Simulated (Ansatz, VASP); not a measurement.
# Ga in VASP and in Ansatz

```
Ga
1.0
    -1.53995    1.53995    1.53995
     1.53995   -1.53995    1.53995
     1.53995    1.53995   -1.53995
Ga
1
Direct
  0.00000 0.00000 0.00000
```

Change from the starting cell: volume scaled by 0.84, LAPW.

Alike in both runs: task single point; functional LDA; k mesh 16 × 16 × 16; occupations fermi-dirac, width 0.05 eV; no spin polarisation.

```csv
,VASP,Ansatz
version,VASP 6.6.1,Ansatz 0.2.0
potentials or method,"VASP PAW LDA potentials, release 64 (Ga_d), cutoff 520 eV","all-electron LAPW, scalar-relativistic"
```

Ansatz gave:

| Property | Result |
| --- | --- |
| pressure (GPa) | 16.9 |

**Question.** Which values does VASP return?

**Answer.** Pressure (GPa): 17.1.

Ansatz ran all-electron here, so the differences hold the error of VASP's frozen core and of both bases.

Caveats: so large a pressure means that the cell lies far from this level's equilibrium, or that cutoff or potentials fall short (VASP).
